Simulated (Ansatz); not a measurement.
SnSe2:

```
Sn Se
1.0
     3.81100    0.00000    0.00000
    -1.90550    3.30042    0.00000
     0.00000    0.00000    6.13600
Sn Se
1 2
Direct
  0.00000 0.00000 0.00000
  0.66667 0.33333 0.75100
  0.33333 0.66667 0.24900
```

Base run:

| Quantity | Value |
| --- | --- |
| Program | Ansatz 0.2.0 |
| Functional | BLYP |
| Potentials or basis | Ansatz PAW |
| Cutoff | 420 eV (not typed: the program's choice for these potentials) |
| k mesh | 8 × 8 × 5 |
| Occupations | fermi-dirac, width 0.05 eV |
| Spin | no spin polarisation |

Its results: band gap on the k mesh 0.80 eV, indirect (least direct gap 1.03 eV); pressure 9.6 GPa; largest force 1.055 eV/Å.

Problem. After a change of settings the same cell gave: band gap on the k mesh 0.67 eV, indirect (least direct gap 0.88 eV); pressure 0.8 GPa; largest force 0.478 eV/Å. Which change was it?
A. functional from BLYP to B3LYP; k mesh from 8 × 8 × 5 to 4 × 4 × 3
B. functional from BLYP to revPBE
C. functional from BLYP to LDA
D. functional from BLYP to PBEsol

Solution. C.

LDA binds more tightly than BLYP, so the same cell stands under less pressure.

Caveats: the k mesh misses the band edges, so the gap on the mesh is wider than the one along the path; spin-orbit coupling is left out, which moves the levels of the heavy elements; the PAW data sets come from PBE, with cores solved anew for the run's functional, which leaves a small shift of forces and pressure; this functional lacks dispersion, which binds the layers, so the pressure and a relaxed spacing across them are unreliable (some runs); forces of over 1 eV/Å show positions far from the minimum, so gaps and moduli don't describe the material at rest (some runs).

Runs at the PBE level aren't shown here.
